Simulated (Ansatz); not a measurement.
Au (omega (AlB2-type)): energy against volume

Computed with DFT, RPBE, plane waves (420 eV) with PAW, scalar-relativistic in Ansatz 0.2.0. The PAW files were generated under PBE, with cores re-solved for the functional.

The cell is scaled uniformly from the relaxed one, with fractional coordinates and shape fixed. Energies are extrapolated to zero smearing, pressures are those at the given smearing. Magnetic state: spin not included.

A Birch-Murnaghan fit gives V₀ = 18.89 Å³/atom, B₀ = 114 GPa, B₀′ = 6.1.

Task: What are the energy above the minimum and the pressure at 18.166 Å³/atom?

Result: 11.0 meV/atom and 5.10 GPa as computed.

Task: What are the energy above the minimum and the pressure at 19.680 Å³/atom?

Result: 10.6 meV/atom and -4.07 GPa as computed.

Task: What are the energy above the minimum and the pressure at 20.437 Å³/atom?

Result: 37.2 meV/atom and -7.01 GPa as computed.
